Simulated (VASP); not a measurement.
The system is Ge.

```
CELL_PARAMETERS angstrom
1.48805 -2.59469 0.00000
1.48805 2.59469 0.00000
0.00000 0.00000 4.72760
ATOMIC_POSITIONS crystal
Ge 0.33345 0.66655 0.25000
Ge 0.66655 0.33345 0.75000
```

This isn't the form of Ge at room conditions, which is diamond.

Base run:

| Item | Value |
| --- | --- |
| Program | VASP 6.6.1 |
| Functional | PBE |
| Potentials or basis | VASP PAW PBE potentials, release 64 (Ge_d_GW) |
| Cutoff | 450 eV |
| k mesh | 7 × 7 × 4 |
| Occupations | gaussian, width 0.02 eV |
| Spin | no spin polarisation |

Its results: band gap on the k mesh none (metal or under the smearing width); pressure 5.5 GPa; largest force 0.013 eV/Å.

The run is repeated on the same cell with these changes: cutoff from 450 eV to 500 eV; further incar settings from ALGO = Normal; EDIFF = 1e-07; NBANDS = 21 to ALGO = Normal; EDIFF = 1e-06; NBANDS = 21. What comes out?

Band gap on the k mesh none (metal or under the smearing width); pressure 4.8 GPa; largest force 0.013 eV/Å.

Caveats: the cutoff is under 1.25 times the usual one of these potentials, so pressure, stress and relaxed cells hold a basis-set (Pulay) error (some runs).
